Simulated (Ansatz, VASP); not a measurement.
# Two plane-wave programs on Hf

Contents of INCAR:

```
SYSTEM = Hf
PREC = Accurate ; ENCUT = 520
EDIFF = 1E-7 ; ISMEAR = -1
SIGMA = 0.1 ; LREAL = .FALSE.
LASPH = .TRUE. ; NELM = 100
ALGO = Normal ; ISIF = 2
LWAVE = .FALSE. ; LCHARG = .TRUE.
GGA = CA ; LELF = .TRUE.
LVHAR = .TRUE. ; NBANDS = 11
```

Contents of KPOINTS:

```
Automatic mesh
0
G
  14 14 14
  0 0 0
```

POSCAR

```
Hf
1.0
   -1.7224997211      1.7224997211      1.7224997211
    1.7224997211     -1.7224997211      1.7224997211
    1.7224997211      1.7224997211     -1.7224997211
Hf
1
Direct
    0.0000000000      0.0000000000      0.0000000000
```

Input for Ansatz:

```yaml
crystal:
  lattice:
    - [-1.7224997211, 1.7224997211, 1.7224997211]
    - [1.7224997211, -1.7224997211, 1.7224997211]
    - [1.7224997211, 1.7224997211, -1.7224997211]
  atoms:
    - { symbol: Hf, position: [0.0, 0.0, 0.0] }
hamiltonian:
  xc: lda
  pseudopotentials:
    kind: paw
    azcp:
      Hf: "pseudopotentials/Hf.paw.azcp"
basis:
  ecutwfc: 420
  fft_grid_basis: typed
kpoints:
  mp_grid: { grid: [14, 14, 14], shift: [0, 0, 0] }
magnetization:
  spin_polarized: false
scf:
  occupations: { method: fermi_dirac, width: 0.1 }
  lower_state_search: "off"
output:
  stress: true
```

Alike in both runs: task single point; functional LDA; k mesh 14 × 14 × 14; occupations fermi-dirac, width 0.1 eV; no spin polarisation.

```csv
,VASP,Ansatz
version,VASP 6.6.1,Ansatz 0.2.0
potentials or method,"VASP PAW LDA potentials, release 64 (Hf_pv)","plane waves (420 eV) with PAW, scalar-relativistic"
plane-wave cutoff (eV),520,420
valence electrons in the cell,10,26
```

|  | VASP | Ansatz | Ansatz less VASP |
| --- | --- | --- | --- |
| pressure (GPa) | 0.2 | 0.1 | -0.16 |

The two sets of potentials don't hold the same shells in valence. Ansatz warned: «pseudo_functional_mismatch».

The runs have no spin-orbit coupling, so splittings on Hf are missing.
